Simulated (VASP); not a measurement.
Crystal: BN.

```
CELL_PARAMETERS angstrom
2.49824 0.00000 0.00000
-1.24912 2.16354 0.00000
0.00000 0.00000 6.63570
ATOMIC_POSITIONS crystal
N 0.66667 0.33333 0.25000
N 0.33333 0.66667 0.75000
B 0.66667 0.33333 0.75000
B 0.33333 0.66667 0.25000
```

| Quantity | Value |
| --- | --- |
| Program | VASP 6.6.1 |
| Task | single point |
| Functional | PBE |
| Potentials or basis | VASP PAW PBE potentials, release 64 (N, B) |
| Cutoff | 520 eV |
| k mesh | 12 × 12 × 4 |
| Occupations | fermi-dirac, width 0.05 eV |
| Spin | no spin polarisation |

On this cell: pressure 5.1 GPa; largest force under 0.003 eV/Å; band gap on the k mesh 4.29 eV, indirect (least direct gap 4.66 eV).

The same run follows on a disturbed copy (atoms moved at random, drawn with an rms of 0.05 Å):

```
CELL_PARAMETERS angstrom
2.49824 0.00000 0.00000
-1.24912 2.16354 0.00000
0.00000 0.00000 6.63570
ATOMIC_POSITIONS crystal
N 0.65978 0.32072 0.25176
N 0.33328 0.66572 0.74975
B 0.67884 0.34630 0.75184
B 0.33653 0.66438 0.24775
```

Q: What does the disturbed cell give?

A: The energy moves by +10.6 meV/atom; pressure 5.4 GPa; largest force 1.379 eV/Å; band gap on the k mesh 4.22 eV, indirect (least direct gap 4.63 eV).

Forces in eV/Å, atoms in the order of the input:
```
N    0.481  0.965 -0.364
N    0.606  1.218  0.206
B   -0.606 -1.221 -0.206
B   -0.481 -0.963  0.364
```

Stress tensor (GPa, compression positive):
```
7.14 0.16 0.02
0.16 6.41 0.04
0.02 0.04 2.78
```

Caveats: this functional lacks dispersion, which binds the layers, so the pressure and a relaxed spacing across them are unreliable (some runs).

A k mesh can miss the band edges.
